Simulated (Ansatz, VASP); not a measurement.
**One calculation of BN, two programs**

```
N B
1.0
     1.27566    0.73650    3.43909
    -1.27566    0.73650    3.43909
     0.00000   -1.47301    3.43909
N B
1 1
Direct
  0.66724 0.66724 0.66724
  0.00033 0.00033 0.00033
```

Change from the starting cell: volume scaled by 1.06.

Alike in both runs: task single point; functional LDA; k mesh 12 × 12 × 12; occupations fermi-dirac, width 0.05 eV; no spin polarisation.

|  | VASP | Ansatz |
| --- | --- | --- |
| version | VASP 6.6.1 | Ansatz 0.2.0 |
| potentials or method | VASP PAW LDA potentials, release 64 (N, B), cutoff 520 eV | all-electron LAPW, scalar-relativistic |

VASP gave:

| Property | Result |
| --- | --- |
| gap on the k mesh at the Fermi level (eV) | 4.02 |
| least direct gap on the mesh (eV) | 4.41 |
| pressure (GPa) | -16.1 |
| largest component of the traceless stress (GPa) | 14.76 |
| rms of the force components (eV/Å) | 0.004 |

Q: Which values does Ansatz return?

A: gap on the k mesh at the Fermi level (eV): 4.03; least direct gap on the mesh (eV): 4.42; pressure (GPa): -16.4; largest component of the traceless stress (GPa): 15.18; rms of the force components (eV/Å): 0.004.

Atom by atom the forces differ by 0.000 eV/Å (rms over components). Ansatz ran all-electron here, so the differences hold the error of VASP's frozen core and of both bases.

Caveats: so large a pressure means that the cell lies far from this level's equilibrium, or that cutoff or potentials fall short (VASP). A k mesh can miss the band edges.
